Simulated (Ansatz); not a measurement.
# SiGeO4: the cost of one run

Program: Ansatz 0.2.0. Level of theory: DFT PBE, scalar-relativistic, plane waves, PAW. These are calculated values, not measurements.

### 1 The structure to begin with

The cell holds 24 atoms (Ge4O16Si4): a = 5.475 Å, b = 5.475 Å, c = 6.350 Å, α = 115.54°, β = 115.54°, γ = 90.00°.

The sites of an ideal rutile lattice, at a guessed lattice constant, take 4 Si, 4 Ge; 16 O (sublattices apart by semicolons), with a shake of 0.02 Å. Warren-Cowley parameters of the first shell (negative: unlike neighbours preferred): Ge-Si +0.00. In a cell this small the draw can fall short of the order aimed at.

The coordinates stand in the first input below.

### 2 Relaxing on a coarse mesh

A cheap relaxation: coarse mesh, no symmetry, loose thresholds.

The input, input.yaml:

```yaml
crystal:
  lattice:
    - [3.87155112, -3.87155112, 0.0]
    - [-3.87155112, -3.87155112, 0.0]
    - [0.0, 3.87155112, -5.03301646]
  atoms:
    - { symbol: O, position: [0.7475583649, 0.4392920516, 0.4976839738] }
    - { symbol: O, position: [0.5051040849, 0.1961325652, 0.0060095568] }
    - { symbol: O, position: [0.2501676227, 0.9445791146, 0.5017413776] }
    - { symbol: O, position: [0.0002529565, 0.6978965495, 0.0002743144] }
    - { symbol: O, position: [0.7496603856, 0.0609348009, 0.5013749792] }
    - { symbol: O, position: [0.4992464214, 0.8083657103, 0.00147001] }
    - { symbol: O, position: [0.2573837518, 0.5577678746, 0.5078401616] }
    - { symbol: O, position: [0.9984501836, 0.3014601118, 0.9995216972] }
    - { symbol: O, position: [0.9316695309, 0.123245183, 0.2505024526] }
    - { symbol: O, position: [0.6851685444, 0.8793962296, 0.7508746556] }
    - { symbol: O, position: [0.4318236766, 0.6247124007, 0.2572494015] }
    - { symbol: O, position: [0.1805311283, 0.3732010109, 0.7574356273] }
    - { symbol: O, position: [0.3200079971, 0.1333068226, 0.2553045668] }
    - { symbol: O, position: [0.068593307, 0.8714682463, 0.7555689457] }
    - { symbol: O, position: [0.8234917801, 0.6222688438, 0.251332789] }
    - { symbol: O, position: [0.5697666458, 0.3775599006, 0.7506348964] }
    - { symbol: Si, position: [0.4907233348, 0.4975179331, 0.0012903778] }
    - { symbol: Si, position: [0.2449311588, 0.253521805, 0.4965912747] }
    - { symbol: Si, position: [0.9951610124, 0.9996795781, 0.997293743] }
    - { symbol: Si, position: [0.1205750206, 0.6293628949, 0.2496386414] }
    - { symbol: Ge, position: [0.7486560706, 0.7473416407, 0.4958275717] }
    - { symbol: Ge, position: [0.6239927272, 0.1253603306, 0.2501435146] }
    - { symbol: Ge, position: [0.3815571951, 0.8676693245, 0.7531465851] }
    - { symbol: Ge, position: [0.8749190504, 0.3755311009, 0.7538503431] }
  symmetry: { detect: false }
basis:
  ecutwfc: 420
kpoints:
  mp_grid: { grid: [3, 3, 3], shift: [0.0, 0.0, 0.0] }
hamiltonian:
  xc: pbe
scf:
  occupations: { method: gaussian, width: 0.1 }
  lower_state_search: "off"
output:
  forces: true
  stress: true
  eigenvalues: true
relax:
  adjacent_minimum: "off"
  f_tol: 0.04
  max_steps: 50
  cell: { stress_tol: 0.3 }
```

On the command line:

```sh
> ansatz run input.yaml --threads 4 --pin off --max-ram 9216MiB --backend cpu --events-out ev --progress --plain --runs-dir out
```

What time and memory should one allow on 4 threads of Intel Xeon Platinum 8375C at 2.90GHz (Ice Lake), shared host?

About 79 s, with a peak of 1 GiB.
